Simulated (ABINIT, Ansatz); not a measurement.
# GaAs (F-43m): the LO frequency by hand

How high does the longitudinal optical mode of GaAs (F-43m) lie, given the transverse one, the Born charge and ε∞?

Calculated with ABINIT 10.8.3; DFT LDA, scalar-relativistic, plane waves, HGH norm-conserving pseudopotentials.

## (1) The relaxed structure

Symmetry: F-43m, No. 216, cubic system. The conventional cell has a = 5.528 Å, b = 5.528 Å, c = 5.528 Å, α = 90.00°, β = 90.00°, γ = 90.00°. Nearest to Ga lie 4 As at 2.39 Å. Nearest to As lie 4 Ga at 2.39 Å. Farther neighbours are not listed.

Coordinates:

```xyz
2
Lattice="0.0000 2.7639 2.7639 2.7639 0.0000 2.7639 2.7639 2.7639 0.0000" Properties=species:S:1:pos:R:3 pbc="T T T"
Ga    0.0000    0.0000    0.0000
As    1.3820    1.3820    1.3820
```

This is the cell after its relaxation at this level of theory, not the database cell from which that began.

## (2) What the response run gave

A linear-response run on the relaxed cell, with the response to an electric field; only its zone-centre results are used. Cutoff 20 Ha, k mesh 12×12×12.

Numbers of over 12 decimals in the logs are rounded to 6 here.

Output:

```text
[banners, grids, parts of the stress and lines that vanish by symmetry left out]
- input  file    -> dfpt_gamma.abi
- output file    -> dfpt_gamma.abo
- root for input  files -> dfpt_gammai
[...]
DATASET    1 : space group F-4 3 m (#216); Bravais cF (face-center cubic)
[...]
nfft =       27000          nkpt =         868
[...]
DATASET    2 : space group F-4 3 m (#216); Bravais cF (face-center cubic)
[...]
nfft =       27000          nkpt =         868
[...]
DATASET    3 : space group F-4 3 m (#216); Bravais cF (face-center cubic)
[...]
mpw =        1243          nfft =       27000          nkpt =         868
[...]
== DATASET  1 ==================================================================
[...]
cutoff_energies: {ecut:  20.0, pawecutdg:  -1.0, }
[...]
Exchange-correlation functional for the present dataset will be:
  LDA: Perdew-Wang 92 LSD fit to Ceperley-Alder data - ixc=7
[...]
- 33.00000   5.00000     10605                znucl, zion, pspdat
[...]
Perturbation : derivative vs k along direction   1
[...]
-ETOT  1  -9.348564     -9.349E+00 7.682E+00 0.000E+00
 ETOT  2  -9.376289     -2.773E-02 1.447E-01 0.000E+00
 ETOT  3  -9.376969     -6.793E-04 1.320E-02 0.000E+00
 ETOT  4  -9.377029     -6.057E-05 1.685E-03 0.000E+00
 ETOT  5  -9.377037     -7.719E-06 1.872E-04 0.000E+00
[...]
At SCF step   25   max residual=  9.95E-21 < tolwfr=  1.00E-20 =>converged.
[...]
Perturbation : derivative vs k along direction   2
[...]
-ETOT  1  -9.349549     -9.350E+00 7.682E+00 0.000E+00
[...]
At SCF step   24   max residual=  9.95E-21 < tolwfr=  1.00E-20 =>converged.
[...]
Perturbation : derivative vs k along direction   3
[...]
-ETOT  1  -9.348547     -9.349E+00 7.682E+00 0.000E+00
[...]
At SCF step   25   max residual=  9.95E-21 < tolwfr=  1.00E-20 =>converged.
[...]
1        1       4.0507832613   -0.0000000000
     1        2       2.0253916304   -0.0000000000
     1        3       2.0253916309   -0.0000000000
     2        1       2.0253916304   -0.0000000000
     2        2       4.0507832613   -0.0000000000
     2        3       2.0253916309   -0.0000000000
     3        1       2.0253916309   -0.0000000000
     3        2       2.0253916309   -0.0000000000
     3        3       4.0507832618   -0.0000000000
[...]
== DATASET  2 ==================================================================
[...]
cutoff_energies: {ecut:  20.0, pawecutdg:  -1.0, }
[...]
1    1   1    4         1.9993550010         0.0000000000
   2    1   1    4         0.0000000000         0.0000000000
   3    1   1    4        -0.0000000000         0.0000000000
   1    2   1    4        -2.0278692306         0.0000000000
   2    2   1    4        -0.0000000000         0.0000000000
[...]
Effective charges, in cartesian coordinates,
[...]
2    4   1    2         0.0000000000         0.0000000000
   3    4   1    2         0.0000000000         0.0000000000
   1    4   2    2         0.0000000000         0.0000000000
   2    4   2    2        -2.0278688518         0.0000000000
   3    4   2    2        -0.0000000000         0.0000000000
   1    4   3    2        -0.0000000000         0.0000000000
   2    4   3    2        -0.0000000000         0.0000000000
   3    4   3    2        -2.0278688518         0.0000000000
  Phonon wavevector (reduced coordinates) :  0.00000  0.00000  0.00000
 Phonon energies in Hartree :
[...]
Phonon frequencies in cm-1    :
- -1.231306E+00 -1.231306E+00 -1.231306E+00  2.717298E+02  2.717298E+02
-  2.717298E+02
  Phonon at Gamma, with non-analyticity in the
[...]
Phonon energies in Hartree :
[...]
Phonon frequencies in cm-1    :
- -1.231306E+00 -1.231306E+00 -1.031482E+00  2.717298E+02  2.717298E+02
-  2.899320E+02
  Phonon at Gamma, with non-analyticity in the
[...]
Phonon energies in Hartree :
[...]
Phonon frequencies in cm-1    :
- -1.231306E+00 -1.231306E+00 -1.031483E+00  2.717298E+02  2.717298E+02
-  2.899320E+02
  Phonon at Gamma, with non-analyticity in the
[...]
Phonon energies in Hartree :
[...]
Phonon frequencies in cm-1    :
- -1.231306E+00 -1.231306E+00 -1.031483E+00  2.717298E+02  2.717298E+02
-  2.899320E+02
[...]
== DATASET  3 ==================================================================
[...]
cutoff_energies: {ecut:  20.0, pawecutdg:  -1.0, }
[...]
Exchange-correlation functional for the present dataset will be:
  LDA: Perdew-Wang 92 LSD fit to Ceperley-Alder data - ixc=7
[...]
j1 : displacement of atom   1 along direction   1
[...]
j1 : displacement of atom   2 along direction   1
[...]
j2 : displacement of atom   1 along direction   1
[...]
j2 : displacement of atom   2 along direction   1
[...]
j2 : displacement of atom   1 along direction   1
[...]
j2 : displacement of atom   2 along direction   1
[...]
1          1       -0.000000194        0.000000000        0.000000000
[...]
1          2        0.000000194       -0.000000194       -0.367344761
[...]
1          3       -0.000000194       -0.367344761       -0.000000194
[...]
2          1        0.000000147        0.000000000       -0.000000000
[...]
2          2       -0.000000147        0.000000147        0.362947085
[...]
2          3        0.000000147        0.362947085        0.000000147
[...]
strten2     0.0000000000E+00  0.0000000000E+00  0.0000000000E+00
           strten3     0.0000000000E+00  0.0000000000E+00  0.0000000000E+00
================================================================================
```

| quantity | value |
| --- | --- |
| cell volume Ω (Å³) | 42.228 |
| mass of Ga (u) | 69.723 |
| mass of As (u) | 74.922 |
| Born charge of Ga, raw (e) | 1.999 |
| Born charge of As, raw (e) | -2.028 |
| ε∞ | 12.790 |
| ω(TO) after the sum rule (cm⁻¹) | 271.7 |

## (3) The calculation

The charges must sum to zero over the cell; taking off their mean, -0.014 e, leaves Z* = 2.014 e on Ga. In the polar mode Ga moves against As, so the reduced mass is μ = 69.72 × 74.92 / 144.64 = 36.114 u.

A longitudinal wave builds up a field that adds to the restoring force: ω(LO)² = ω(TO)² + 4π Z*² / (μ Ω ε∞), in Hartree atomic units. With μ = 65833 electron masses and Ω = 284.97 bohr³ the second term is 2.1236e-07 Ha², or 10229 cm⁻² (1 Ha = 219474.6 cm⁻¹).

So ω(LO) = √(73837 + 10229) = 289.9 cm⁻¹, and by the Lyddane-Sachs-Teller relation ε₀ = ε∞ (ω(LO)/ω(TO))² = 14.56.

## (4) Check against the program

The analysis program adds the same non-analytic term to the full matrix.

Output:

```text
[banners, grids, parts of the stress and lines that vanish by symmetry left out]
-outvars_anaddb: echo values of input variables ----------------------

 Flags :
[...]
Dielectric Tensor and Effective Charges
[...]
Effective charge tensors after
[...]
1          1       -0.000000171        0.000000000        0.000000000
[...]
1          2        0.000000171       -0.000000171       -0.365145923
[...]
1          3       -0.000000171       -0.365145923       -0.000000171
[...]
2          1        0.000000171       -0.000000000       -0.000000000
[...]
2          2       -0.000000171        0.000000171        0.365145923
[...]
2          3        0.000000171        0.365145923        0.000000171
[...]
Phonon wavevector (reduced coordinates) :  0.00000  0.00000  0.00000
 Phonon energies in Hartree :
[...]
Phonon energies in meV     :
-  0.000000E+00  0.000000E+00  0.000000E+00  3.369052E+01  3.369052E+01
-  3.369052E+01
 Phonon frequencies in cm-1    :
-  0.000000E+00  0.000000E+00  0.000000E+00  2.717324E+02  2.717324E+02
-  2.717324E+02
 Phonon frequencies in Thz     :
-  0.000000E+00  0.000000E+00  0.000000E+00  8.146332E+00  8.146332E+00
-  8.146332E+00
 Phonon energies in Kelvin  :
-  0.000000E+00  0.000000E+00  0.000000E+00  3.909623E+02  3.909623E+02
-  3.909623E+02
[...]
-  1  0.00000000E+00  0.00000000E+00 -1.94746136E-03
-     0.00000000E+00  0.00000000E+00  0.00000000E+00
-  2  0.00000000E+00  0.00000000E+00 -1.94746137E-03
-     0.00000000E+00  0.00000000E+00  0.00000000E+00
[...]
-  1  0.00000000E+00 -1.94746136E-03  0.00000000E+00
-     0.00000000E+00  0.00000000E+00  0.00000000E+00
-  2  0.00000000E+00 -1.94746137E-03  0.00000000E+00
-     0.00000000E+00  0.00000000E+00  0.00000000E+00
[...]
-  1  1.94746136E-03  0.00000000E+00  0.00000000E+00
-     0.00000000E+00  0.00000000E+00  0.00000000E+00
-  2  1.94746138E-03  0.00000000E+00  0.00000000E+00
-     0.00000000E+00  0.00000000E+00  0.00000000E+00
[...]
-  1  0.00000000E+00  0.00000000E+00 -2.01875824E-03
-     0.00000000E+00  0.00000000E+00  0.00000000E+00
-  2  0.00000000E+00  0.00000000E+00  1.87868250E-03
-     0.00000000E+00  0.00000000E+00  0.00000000E+00
[...]
-  1  0.00000000E+00  2.01875824E-03  0.00000000E+00
-     0.00000000E+00  0.00000000E+00  0.00000000E+00
-  2  0.00000000E+00 -1.87868250E-03  0.00000000E+00
-     0.00000000E+00  0.00000000E+00  0.00000000E+00
[...]
-  1  2.01875824E-03  0.00000000E+00  0.00000000E+00
-     0.00000000E+00  0.00000000E+00  0.00000000E+00
-  2 -1.87868250E-03  0.00000000E+00  0.00000000E+00
[...]
-  3.594839E+01
 Phonon frequencies in cm-1    :
-  0.000000E+00  0.000000E+00  0.000000E+00  2.717324E+02  2.717324E+02
-  2.899433E+02
 Phonon frequencies in Thz     :
-  0.000000E+00  0.000000E+00  0.000000E+00  8.146332E+00  8.146332E+00
-  8.692282E+00
 Phonon energies in Kelvin  :
-  0.000000E+00  0.000000E+00  0.000000E+00  3.909623E+02  3.909623E+02
-  4.171638E+02
[...]
-  1  0.00000000E+00  0.00000000E+00 -1.94746136E-03
[...]
-  2  0.00000000E+00  0.00000000E+00 -1.94746137E-03
[...]
Phonon at Gamma, with non-analyticity in the
[...]
Phonon energies in Hartree :
[...]
Phonon energies in meV     :
-  0.000000E+00  0.000000E+00  0.000000E+00  3.369052E+01  3.369052E+01
-  3.594839E+01
 Phonon frequencies in cm-1    :
-  0.000000E+00  0.000000E+00  0.000000E+00  2.717324E+02  2.717324E+02
-  2.899433E+02
 Phonon frequencies in Thz     :
-  0.000000E+00  0.000000E+00  0.000000E+00  8.146332E+00  8.146332E+00
-  8.692282E+00
 Phonon energies in Kelvin  :
-  0.000000E+00  0.000000E+00  0.000000E+00  3.909623E+02  3.909623E+02
-  4.171638E+02
[...]
Phonon at Gamma, with non-analyticity in the
[...]
Phonon energies in Hartree :
[...]
Phonon energies in meV     :
-  0.000000E+00  0.000000E+00  0.000000E+00  3.369052E+01  3.369052E+01
-  3.594839E+01
 Phonon frequencies in cm-1    :
-  0.000000E+00  0.000000E+00  0.000000E+00  2.717324E+02  2.717324E+02
-  2.899433E+02
 Phonon frequencies in Thz     :
-  0.000000E+00  0.000000E+00  0.000000E+00  8.146332E+00  8.146332E+00
-  8.692282E+00
 Phonon energies in Kelvin  :
-  0.000000E+00  0.000000E+00  0.000000E+00  3.909623E+02  3.909623E+02
-  4.171638E+02
[...]
-  1  0.00000000E+00  1.94746136E-03  0.00000000E+00
[...]
-  2  0.00000000E+00  1.94746137E-03  0.00000000E+00
[...]
-  1  1.94746136E-03  0.00000000E+00  0.00000000E+00
[...]
-  2  1.94746138E-03  0.00000000E+00  0.00000000E+00
[...]
-  1  2.67179937E-04  1.27500990E-03 -1.54218984E-03
[...]
-  2 -2.48641101E-04 -1.18654068E-03  1.43518178E-03
[...]
-  1  1.62651102E-03 -1.04464012E-03 -5.81870899E-04
[...]
-  2 -1.51365217E-03  9.72155595E-04  5.41496576E-04
[...]
-         0.000000000      -0.000000000       0.000000000
-         0.000000000       0.000000000      -0.000000000
[...]
-         0.000000014       0.018352544      -0.015173016
-         0.018352544      -0.000000014      -0.003179524
-        -0.015173016      -0.003179524       0.000000003
[...]
-        -0.000000012       0.006924455       0.012431554
-         0.006924455       0.000000012      -0.019355982
-         0.012431554      -0.019355982       0.000000018
[...]
Direction                     Dielectric constant
[...]
0.00000   0.00000   1.00000     14.56199548
   1.00000   1.00000   1.00000     14.56199548
-
```

| quantity | by hand | program |
| --- | --- | --- |
| ω(LO) (cm⁻¹) | 289.9 | 289.9 |
| ε₀ | 14.56 | 14.56 |

## (5) Summary of results

| Quantity | Value |
| --- | --- |
| TO mode | 271.7 cm⁻¹ |
| LO mode | 289.9 cm⁻¹ |
| static dielectric constant | 14.56 |

In words: The LO mode of GaAs (F-43m) lies at 290 cm⁻¹, 18 cm⁻¹ above the TO mode; the formula meets the program within 0.1 cm⁻¹, as it must for a cubic crystal with one polar mode. ω(LO)² − ω(TO)² goes with Z*²/ε∞: an error of 5 % in ε∞ would move the LO mode by 0.8 cm⁻¹, and semilocal functionals tend to overestimate ε∞. The raw charges miss their sum by 0.028 e, a sign that the k mesh is short for the field response, so ε∞ may be some per cent too high. These are harmonic values at zero temperature, at the volume of this functional, for the structure held cubic; stability elsewhere in the zone is no part of this calculation.

[Host names and launcher messages were left out of these logs when they were recorded.]

[Logs are printed without paths, hosts, clocks, repeated set-up lines and the standing remarks that a program may print on its own settings, such as how far it seeks lower states.]

[Hosts, paths, dates, database ids (printed as entryN), source tags and the programs' standing remarks are cut or masked in the printed files.]
